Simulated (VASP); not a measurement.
# TiC (Fm-3m) in VASP: settings compared

The runs below take TiC through relaxation of cell and atoms, with LDA, PBEsol.

Everything below comes from runs of VASP 6.6.1. Logs are shortened: lines on timing, memory, paths and dates and some standing lists are left out, and cuts for length are marked.

## Step 1: Starting point

Symmetry: Fm-3m, No. 225, cubic system. The conventional cell has a = 4.319 Å, b = 4.319 Å, c = 4.319 Å, α = 90.00°, β = 90.00°, γ = 90.00°. Around Ti (site symmetry m-3m) lie 6 C at 2.16 Å. C (site symmetry m-3m) has 6 Ti at 2.16 Å as nearest neighbours.

## Step 2: Relaxation of cell and atoms, LDA

Contents of INCAR:

```
SYSTEM = TiC
ALGO = Normal
EDIFF = 1E-6
EDIFFG = -0.01
ENCUT = 600
IBRION = 2
ISIF = 3
ISMEAR = 1
LASPH = .True.
LCHARG = .False.
LREAL = .False.
LWAVE = .False.
NELM = 80
NSW = 90
PREC = Accurate
SIGMA = 0.1
```

Contents of KPOINTS:

```
k-points
0
Gamma
  14 14 14
  0 0 0
```

Contents of POSCAR:

```
TiC
1.0
    0.0000000000      2.1593000000      2.1593000000
    2.1593000000      0.0000000000      2.1593000000
    2.1593000000      2.1593000000      0.0000000000
Ti C
1 1
Direct
    0.0000000000      0.0000000000      0.0000000000
    0.5000000000      0.5000000000      0.5000000000
```

Potentials or basis: VASP PAW LDA potentials, release 64 (Ti_sv, C).

Started as:

```console
> cat potpaw_LDA.64/Ti_sv/POTCAR potpaw_LDA.64/C/POTCAR > POTCAR
> mpirun -np 1 vasp_std > vasp.out
```

OUTCAR:

```text
SYSTEM = TiC
   EDIFF = 1E-6
   EDIFFG = -0.01
   ENCUT = 600
   IBRION = 2
   ISIF = 3
   ISMEAR = 1
   LASPH = .True.
   LREAL = .False.
   NELM = 80
   NSW = 90
   PREC = Accurate

 ion  position               nearest neighbor table
   1  0.000  0.000  0.000-   2 2.16   2 2.16   2 2.16   2 2.16   2 2.16   2 2.16
   2  0.500  0.500  0.500-   1 2.16   1 2.16   1 2.16   1 2.16   1 2.16   1 2.16

  LATTYP: Found a face centered cubic cell.
 ALAT       =     4.3186000000

  Lattice vectors:

 A1 = (   0.0000000000,   2.1593000000,   2.1593000000)
 A2 = (   2.1593000000,   0.0000000000,   2.1593000000)
 A3 = (   2.1593000000,   2.1593000000,   0.0000000000)

Analysis of symmetry for initial positions (statically):
=====================================================================
 Subroutine PRICEL returns:
 Original cell was already a primitive cell.

 Routine SETGRP: Setting up the symmetry group for a
 face centered cubic supercell.

 Subroutine GETGRP returns: Found 48 space group operations
 (whereof 48 operations were pure point group operations)
 out of a pool of 48 trial point group operations.

The static configuration has the point symmetry O_h .

Analysis of symmetry for dynamics (positions and initial velocities):
=====================================================================
 Subroutine PRICEL returns:
 Original cell was already a primitive cell.

 Routine SETGRP: Setting up the symmetry group for a
 face centered cubic supercell.

 Subroutine GETGRP returns: Found 48 space group operations
 (whereof 48 operations were pure point group operations)
 out of a pool of 48 trial point group operations.

The dynamic configuration has the point symmetry O_h .

 Subroutine INISYM returns: Found 48 space group operations
 (whereof 48 operations are pure point group operations),
 and found     1 'primitive' translations

----------------------------------------------------------------------------------------

                                     Primitive cell

  volume of cell :      20.1358

  direct lattice vectors                    reciprocal lattice vectors
     0.000000000  2.159300000  2.159300000    -0.231556523  0.231556523  0.231556523
     2.159300000  0.000000000  2.159300000     0.231556523 -0.231556523  0.231556523
     2.159300000  2.159300000  0.000000000     0.231556523  0.231556523 -0.231556523

  length of vectors
     3.053711345  3.053711345  3.053711345     0.401067663  0.401067663  0.401067663

  position of ions in fractional coordinates (direct lattice)
     0.000000000  0.000000000  0.000000000
     0.500000000  0.500000000  0.500000000

  ion indices of the primitive-cell ions
   primitive index   ion index
                 1           1
                 2           2

----------------------------------------------------------------------------------------

 KPOINTS: k-points

Automatic generation of k-mesh.
 Grid dimensions read from file:
 generate k-points for:   14   14   14

 Generating k-lattice:

  Cartesian coordinates                     Fractional coordinates (reciprocal lattice)
    -0.016539752  0.016539752  0.016539752     0.071428571  0.000000000  0.000000000
     0.016539752 -0.016539752  0.016539752     0.000000000  0.071428571  0.000000000
     0.016539752  0.016539752 -0.016539752     0.000000000  0.000000000  0.071428571

  Length of vectors
     0.028647690  0.028647690  0.028647690

  Shift w.r.t. Gamma in fractional coordinates (k-lattice)
     0.000000000  0.000000000  0.000000000

 Subroutine IBZKPT returns following result:
 ===========================================

 Found    104 irreducible k-points:

 Following reciprocal coordinates:
            Coordinates               Weight
  0.000000  0.000000  0.000000      1.000000
  0.071429  0.000000  0.000000      8.000000
  0.142857  0.000000  0.000000      8.000000
  0.214286  0.000000  0.000000      8.000000
  0.285714  0.000000  0.000000      8.000000
  0.357143  0.000000  0.000000      8.000000
[... 16 lines left out ...]
  0.214286  0.142857  0.000000     24.000000
  0.285714  0.142857  0.000000     24.000000
 [... further k-points ...]
   k-points           NKPTS =    104   k-points in BZ     NKDIM =    104   number of bands    NBANDS=     12
   number of dos      NEDOS =    301   number of ions     NIONS =      2
   total plane-waves  NPLWV =  13824
   dimension x,y,z NGX =    24 NGY =   24 NGZ =   24
   dimension x,y,z NGXF=    48 NGYF=   48 NGZF=   48
   ions per type =               1   1
   NGX,Y,Z   is equivalent  to a cutoff of  13.07, 13.07, 13.07 a.u.
   NGXF,Y,Z  is equivalent  to a cutoff of  26.13, 26.13, 26.13 a.u.
 SYSTEM =  TiC
   PREC   = accura    normal or accurate (medium, high low for compatibility)
   ISTART =      0    job   : 0-new  1-cont  2-samecut
   ICHARG =      2    charge: 1-file 2-atom 10-const
   ISPIN  =      1    spin polarized calculation?
   LNONCOLLINEAR =      F non collinear calculations
   LSORBIT =      F    spin-orbit coupling
   LASPH  =      T    aspherical Exc in radial PAW
   ENCUT  =  600.0 eV  44.10 Ry    6.64 a.u.   6.10  6.10  6.10*2*pi/ulx,y,z
   NELM   =     80;   NELMIN=  2; NELMDL= -5     # of ELM steps
   EDIFF  = 0.1E-05   stopping-criterion for ELM
   LREAL  =      F    real-space projection
   EDIFFG = -.1E-01   stopping-criterion for IOM
   NSW    =     90    number of steps for IOM
   IBRION =      2    ionic relax: 0-MD 1-quasi-New 2-CG
   NFREE  =      1    steps in history (QN), initial steepest desc. (CG)
   ISIF   =      3    stress and relaxation
   ISYM   =      2    0-nonsym 1-usesym 2-fastsym
   POTIM  = 0.5000    time-step for ionic-motion
   TEBEG  =    0.0;   TEEND  =   0.0 temperature during run
   PSTRESS=    0.0 pullay stress
   NELECT =      16.0000    total number of electrons
   NUPDOWN=      -1.0000    fix difference up-down
   EMIN   =  10.00;   EMAX   =-10.00  energy-range for DOS
   EFERMI =   0.00;   METHOD = LEGACY
   ISMEAR =     1;   SIGMA  =   0.10  broadening in eV -4-tet -1-fermi 0-gaus
   EFERMI_NEDOS =   21; number of points for ismear=-14 and -15
   IALGO  =     38    algorithm
   IMIX   =      4    mixing-type and parameters
     AMIX     =   0.40;   BMIX     =  1.00
     AMIX_MAG =   1.60;   BMIX_MAG =  1.00
  volume/ion in A,a.u.               =      10.07        67.94
  Fermi-wavevector in a.u.,A,eV,Ry     =   1.516323  2.865436 31.283015  2.299237
  Thomas-Fermi vector in A             =   2.625728
   LORBIT       =      0    0 simple, 1 ext, 2 COOP (PROOUT), +10 PAW based schemes
   GGA     = CA    functional components
   LHFCALC =     F    Hartree Fock is set to
   AEXX    =    0.0000 exact exchange contribution
   IVDW    =     0    specifies the selected vdW correction
   LEPSILON=     F    determine dielectric tensor
   LRPA    =     F    only Hartree local field effects (RPA)
 conjugate gradient relaxation of ions
 non-spin polarized calculation
 Methfessel and Paxton  Order N= 1 SIGMA  =   0.10
  energy-cutoff  :      600.00
  volume of cell :       20.14
 maximum number of plane-waves:       692
   NGX = 13   NGY = 13   NGZ = 13

--------------------------------------- Ionic step        1  -------------------------------------------

 number of electron      16.0000002 magnetization

 Free energy of the ion-electron system (eV)
  ---------------------------------------------------
  ext. energy  EPLUGINS =         0.00000000
  ---------------------------------------------------
  free energy    TOTEN  =       -20.51619318 eV

  energy without entropy =      -20.51620908  energy(sigma->0) =      -20.51619848

------------------------ aborting loop because EDIFF is reached ----------------------------------------

  FORCE on cell =-STRESS in cart. coord.  units (eV):
  Direction    XX          YY          ZZ          XY          YZ          ZX
  --------------------------------------------------------------------------------------
  -------------------------------------------------------------------------------------
  Total       -1.2504071     -1.2504071     -1.2504071      0.0000000      0.0000000     -0.0000000
  in kB      -99.4931196    -99.4931196    -99.4931196      0.0000000      0.0000000     -0.0000000
  external PRESSURE =     -99.4931196 kB  Pullay stress =       0.0000000 kB
[... 21 lines left out ...]
  energy  without entropy=      -20.5162090844  energy(sigma->0) =      -20.51619848

--------------------------------------- Ionic step        2  -------------------------------------------

 number of electron      15.9999996 magnetization

 E-fermi :  10.4831     XC(G=0): -13.5019

 val. band max:       10.4616077671   @ k =   0.3571   0.2857   0.0000
 cond. band min:      10.5100892498   @ k =   0.1429   0.1429   0.0000
 fundamental gap:      0.0484814827
 Fermi energy:        10.4831497715

 k-point     1 :       0.0000    0.0000    0.0000
  band No.  band energies     occupation
      1     -45.1269      2.00000
      2     -21.4635      2.00000
      3     -21.4635      2.00000
      4     -21.4635      2.00000
      5      -2.1884      2.00000
      6      11.1306     -0.00000
      7      11.1306     -0.00000
      8      11.1306     -0.00000
      9      12.2927     -0.00000
     10      12.2927     -0.00000
     11      12.2927     -0.00000
     12      12.4021     -0.00000
[... 378 lines left out ...]
  energy  without entropy=      -20.4901379485  energy(sigma->0) =      -20.49032048

--------------------------------------- Ionic step        3  -------------------------------------------

 number of electron      16.0000003 magnetization

 Free energy of the ion-electron system (eV)
  ---------------------------------------------------
  ext. energy  EPLUGINS =         0.00000000
  ---------------------------------------------------
  free energy    TOTEN  =       -20.54052108 eV

  energy without entropy =      -20.54043571  energy(sigma->0) =      -20.54049262

 E-fermi :   9.7987     XC(G=0): -13.2184

 val. band max:        9.7829822159   @ k =   0.3571   0.2857   0.0000
 cond. band min:       9.8313187109   @ k =   0.5000   0.5000   0.0000
 fundamental gap:      0.0483364949
 Fermi energy:         9.7987209016

 k-point     1 :       0.0000    0.0000    0.0000
  band No.  band energies     occupation
      1     -45.9512      2.00000
      2     -22.3294      2.00000
      3     -22.3294      2.00000
      4     -22.3294      2.00000
      5      -2.6250      2.00000
      6      10.4413     -0.00000
      7      10.4413     -0.00000
      8      10.4413     -0.00000
      9      11.5459     -0.00000
     10      11.5459     -0.00000
     11      11.5459     -0.00000
     12      11.6082     -0.00000
[... 374 lines left out ...]
  FREE ENERGIE OF THE ION-ELECTRON SYSTEM (eV)
  ---------------------------------------------------
  free  energy   TOTEN  =       -20.5405210760 eV

  energy  without entropy=      -20.5404357061  energy(sigma->0) =      -20.54049262

 reached required accuracy - stopping structural energy minimisation
```

Wall time 22 s (1 thread of Intel Xeon 6975P-C (Granite Rapids), shared host); peak memory 0.16 GiB.

Results:

| Item | Value |
| --- | --- |
| Free energy | -20.5405 eV |
| Relaxed volume | 9.69 Å³/atom |
| Relaxed cell | a = 3.015 Å, b = 3.015 Å, c = 3.015 Å, α = 60.00°, β = 60.00°, γ = 60.00° |
| Space group after relaxing (to 0.05 Å) | Fm-3m (No. 225) |
| Energy gained by relaxing | 12.2 meV/atom |
| Ionic steps | 3 |
| Pressure after relaxing | -0.1 GPa |
| Band gap on the k mesh | none (metal or under the smearing width) |

Step by step:
| step | energy change (eV) | largest force (eV/Å) | pressure (GPa) | volume (Å³) |
| --- | --- | --- | --- | --- |
| 1 | 0.0000 | 0.0000 | -9.95 | 20.14 |
| 2 | 0.0258 | 0.0000 | 16.62 | 18.37 |
| 3 | -0.0243 | 0.0000 | -0.14 | 19.39 |

Final structure:
```yaml
crystal:
  lattice:
    - [0.00000, 2.13221, 2.13221]
    - [2.13221, 0.00000, 2.13221]
    - [2.13221, 2.13221, 0.00000]
  atoms:
    - { symbol: Ti, position: [0.00000, 0.00000, 0.00000] }
    - { symbol: C, position: [0.50000, 0.50000, 0.50000] }
```

Levels at points of the mesh, in eV from the Fermi level:
| k point | band 6 | band 7 | band 8 | band 9 | band 10 | band 11 |
| --- | --- | --- | --- | --- | --- | --- |
| (0.00, 0.00, 0.00) | 0.64 | 0.64 | 0.64 | 1.75 | 1.75 | 1.75 |
| (0.50, 0.00, 0.00) | -6.04 | -3.05 | -3.05 | 3.06 | 3.06 | 4.33 |
| (0.50, 0.50, 0.00) | -3.40 | -1.82 | 0.03 | 0.03 | 2.89 | 3.70 |

LDA usually gives volumes a few per cent too small. Zero-point motion and thermal expansion aren't in these numbers.

## Step 3: Relaxation of cell and atoms, LDA

This run uses another cell than the first one, of 9.69 Å³/atom, 0.963 times its volume.

INCAR, as its differences from that of step 2:

```diff
@@ -2,4 +2,4 @@
 ALGO = Normal
-EDIFF = 1E-6
-EDIFFG = -0.01
+EDIFF = 1E-7
+EDIFFG = -0.005
 ENCUT = 600
```

KPOINTS is that of step 2.

Contents of POSCAR:

```
TiC                                     
1.0
    0.0000000000      2.1322136934      2.1322136934
    2.1322136934     -0.0000000000      2.1322136934
    2.1322136934      2.1322136934     -0.0000000000
  Ti              C             
     1     1
Direct
     0.0000000000000000    0.0000000000000000    0.0000000000000000
     0.5000000000000000    0.5000000000000000    0.5000000000000000
```

Potentials or basis: VASP PAW LDA potentials, release 64 (Ti_sv, C).

Started as:

```console
> cat potpaw_LDA.64/Ti_sv/POTCAR potpaw_LDA.64/C/POTCAR > POTCAR
> mpirun -np 1 vasp_std > vasp.out
```

Run time: 19 s. Hardware: 1 thread of Intel Xeon 6975P-C (Granite Rapids), shared host; peak memory 0.15 GiB.

Results (log left out):

| Quantity | Value |
| --- | --- |
| Free energy | -20.5394 eV |
| Relaxed volume | 9.69 Å³/atom |
| Relaxed cell | a = 3.015 Å, b = 3.015 Å, c = 3.015 Å, α = 60.00°, β = 60.00°, γ = 60.00° |
| Space group after relaxing (to 0.05 Å) | Fm-3m (No. 225) |
| Energy gained by relaxing | 0.0 meV/atom |
| Ionic steps | 3 |
| Pressure after relaxing | 0.0 GPa |
| Band gap on the k mesh | none (metal or under the smearing width) |

Final structure:
```
CELL_PARAMETERS angstrom
0.00000 2.13191 2.13191
2.13191 0.00000 2.13191
2.13191 2.13191 0.00000
ATOMIC_POSITIONS crystal
Ti 0.00000 0.00000 0.00000
C 0.50000 0.50000 0.50000
```

Levels at points of the mesh, in eV from the Fermi level:
```
           k point  band 4  band 5  band 6  band 7  band 8  band 9  band 10  band 11  band 12
(0.00, 0.00, 0.00)  -32.13  -12.43    0.64    0.64    0.64    1.75     1.75     1.75     1.81
(0.50, 0.00, 0.00)  -32.18   -8.66   -6.04   -3.05   -3.05    3.06     3.06     4.34     8.54
(0.50, 0.50, 0.00)  -32.33  -10.11   -3.40   -1.82    0.03    0.03     2.89     3.70     3.70
```

## Step 4: Relaxation of cell and atoms, PBEsol

Contents of INCAR:

```
SYSTEM = TiC
ALGO     = Normal         ! electronic algorithm
EDIFF    = 1E-6           ! SCF threshold, eV
EDIFFG   = -0.01          ! ionic threshold
ENCUT    = 600            ! plane-wave cutoff, eV
GGA      = PS             ! functional
IBRION   = 2              ! ionic algorithm
ISIF     = 3              ! what is computed and relaxed
ISMEAR   = 1              ! smearing method
LASPH    = .TRUE.         ! aspherical terms in the spheres
LCHARG   = .FALSE.        ! write CHGCAR
LREAL    = .FALSE.        ! projectors in reciprocal space
LWAVE    = .FALSE.        ! write WAVECAR
NELM     = 80             ! most SCF steps
NSW      = 90             ! ionic steps
PREC     = Accurate       ! precision mode
SIGMA    = 0.1            ! smearing width, eV
```

Contents of KPOINTS:

```
k-points
0
G
  14 14 14
  0 0 0
```

Contents of POSCAR:

```
TiC
1.0
    0.0000000000      2.1593000000      2.1593000000
    2.1593000000      0.0000000000      2.1593000000
    2.1593000000      2.1593000000      0.0000000000
Ti C
1 1
Direct
    0.0000000000      0.0000000000      0.0000000000
    0.5000000000      0.5000000000      0.5000000000
```

Potentials or basis: VASP PAW PBE potentials, release 64 (Ti_sv, C).

Started as:

```console
> cat potpaw_PBE.64/Ti_sv/POTCAR potpaw_PBE.64/C/POTCAR > POTCAR
> mpirun -np 1 vasp_std > vasp.out
```

Run time: 34 s. Hardware: 1 thread of Intel Xeon Platinum 8488C (Sapphire Rapids), shared host; peak memory 0.16 GiB.

The run converged. Its results:

| Quantity | Value |
| --- | --- |
| Free energy | -19.8027 eV |
| Relaxed volume | 9.90 Å³/atom |
| Relaxed cell | a = 3.036 Å, b = 3.036 Å, c = 3.036 Å, α = 60.00°, β = 60.00°, γ = 60.00° |
| Space group after relaxing (to 0.05 Å) | Fm-3m (No. 225) |
| Energy gained by relaxing | 2.4 meV/atom |
| Ionic steps | 3 |
| Pressure after relaxing | 0.0 GPa |
| Band gap on the k mesh | none (metal or under the smearing width) |

Step by step:
```tsv
step	energy change (eV)	largest force (eV/Å)	pressure (GPa)	volume (Å³)
1	0.0000	0.0000	-4.41	20.14
2	0.0042	0.0000	6.42	19.34
3	-0.0048	0.0000	-0.02	19.80
```

Final structure:
```xyz
2
Lattice="0.0000 2.1471 2.1471 2.1471 0.0000 2.1471 2.1471 2.1471 0.0000" Properties=species:S:1:pos:R:3 pbc="T T T"
Ti    0.0000    0.0000    0.0000
C     2.1471    2.1471    2.1471
```

Levels at points of the mesh, in eV from the Fermi level:
```tsv
k point	band 5	band 6	band 7	band 8	band 9	band 10	band 11	band 12
(0.00, 0.00, 0.00)	-12.49	0.67	0.67	0.67	1.74	1.74	1.74	1.78
(0.50, 0.00, 0.00)	-8.84	-5.99	-2.98	-2.98	3.02	3.02	4.26	8.30
(0.50, 0.50, 0.00)	-10.16	-3.46	-1.75	0.00	0.00	2.83	3.65	3.65
```

Caveat: the PAW data sets were made with another functional, which shifts forces and pressure a little.
